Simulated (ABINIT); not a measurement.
Set up this calculation in ABINIT 10.8.3 (patched build), as the native input.

```yaml
Task: single point
Functional: PBE
Potentials_or_basis: JTH PAW PBE v2.0
Cutoff: 408 eV
k_mesh: 7 × 7 × 9
Occupations: fermi-dirac, width 0.05 eV
Spin: no spin polarisation
Fine-grid_cutoff: 816.342 eV
```

As:

```xyz
2
Lattice="4.5664 0.0000 0.0000 -2.2832 3.9546 0.0000 0.0000 0.0000 2.8337" Properties=species:S:1:pos:R:3 pbc="T T T"
As    0.0029    2.6580    0.0315
As    2.2969    1.3383    0.0513
```

The cell was built by a generator and needn't be a form met in nature.

The cell isn't the ideal one: atoms moved at random, drawn with an rms of 0.05 Å.

One way to write it, as run:

run.abi

```
# Pseudopotentials
pp_dirpath "./"
pseudos "As.GGA_PBE-JTH.xml"

# Structure
acell 4.5664 4.5664013823 2.83374 Angstrom
rprim
     1.0000000000     0.0000000000     0.0000000000
    -0.4999998486     0.8660254912     0.0000000000
     0.0000000000     0.0000000000     1.0000000000
ntypat 1
znucl 33
natom 2
typat 1 1
xred
     0.3367040000     0.6721190000     0.0111030000
     0.6722130000     0.3384260000     0.0180990000
chkprim 0
chksymtnons 0
tolsym 1.0e-6

# Plane-wave basis
ecut 15.0
pawecutdg 30.0
pawxcdev 0

# k points
kptopt 1
ngkpt 7 7 9
nshiftk 1
shiftk 0.0 0.0 0.0

# Exchange and correlation
ixc 11

# Bands and occupations
nband 19
occopt 3
tsmear 0.00183747

# SCF cycle
nstep 100
tolvrs 1.0e-9

# Output
iomode 3
prtwf 0
prtden 0
prteig 0
prtebands 0
```

Potentials or basis: JTH PAW PBE v2.0.

Run with:

```bash
$ abinit run.abi > log 2>&1
```

Results of the run:

```json
{
  "Pressure": "-0.1 GPa",
  "Largest force": "0.053 eV/Å",
  "Band gap on the k mesh": "none (metal or under the smearing width)",
  "Valence electrons inside the program's atomic spheres": "As 12.55 (radii [1.1133] Å)"
}
```

Run time: 2 min on 1 thread of Arm Neoverse V1 (shared host), peak memory 0.2 GiB.
